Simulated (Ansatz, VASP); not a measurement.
## One calculation of Au, two programs

The input INCAR:

```
PREC = Accurate
ENCUT = 520
EDIFF = 1E-6
ISMEAR = -1
SIGMA = 0.01
LREAL = False
LASPH = True
NELM = 60
ALGO = Normal
ISIF = 2
LWAVE = False
LCHARG = True
GGA = CA
LELF = True
LVHAR = True
NBANDS = 12
```

Contents of KPOINTS:

```
regular mesh
0
Gamma
  13 13 13
```

File POSCAR:

```
Au
1.0
    0.0000000000      2.0229622709      2.0229622709
    2.0229622709      0.0000000000      2.0229622709
    2.0229622709      2.0229622709      0.0000000000
Au
1
Direct
    0.0000000000      0.0000000000      0.0000000000
```

Input for Ansatz:

```yaml
crystal:
  lattice:
    - [0.0, 2.0229622709, 2.0229622709]
    - [2.0229622709, 0.0, 2.0229622709]
    - [2.0229622709, 2.0229622709, 0.0]
  atoms:
    - { symbol: Au, position: [0.0, 0.0, 0.0] }
hamiltonian:
  xc: lda
  pseudopotentials:
    kind: paw
    azcp:
      Au: "pseudopotentials/Au.paw.azcp"
basis:
  ecutwfc: 420
  fft_grid_basis: typed
kpoints:
  mp_grid: { grid: [13, 13, 13], shift: [0, 0, 0] }
magnetization:
  spin_polarized: false
scf:
  occupations: { method: fermi_dirac, width: 0.01 }
  lower_state_search: "off"
output:
  stress: true
```

Alike in both runs: task single point; functional LDA; k mesh 13 × 13 × 13; occupations fermi-dirac, width 0.01 eV; no spin polarisation.

```csv
,VASP,Ansatz
version,VASP 6.6.1,Ansatz 0.2.0
potentials or method,"VASP PAW LDA potentials, release 64 (Au)","plane waves (420 eV) with PAW, scalar-relativistic"
plane-wave cutoff (eV),520,420
valence electrons in the cell,11,19
```

Ansatz gave:

* pressure (GPa): -0.1

Problem. Which values does VASP return?

Solution. Pressure (GPa): 0.4.

The two sets of potentials don't hold the same shells in valence. Ansatz warned: «pseudo_functional_mismatch».

The runs have no spin-orbit coupling, so splittings on Au are missing.
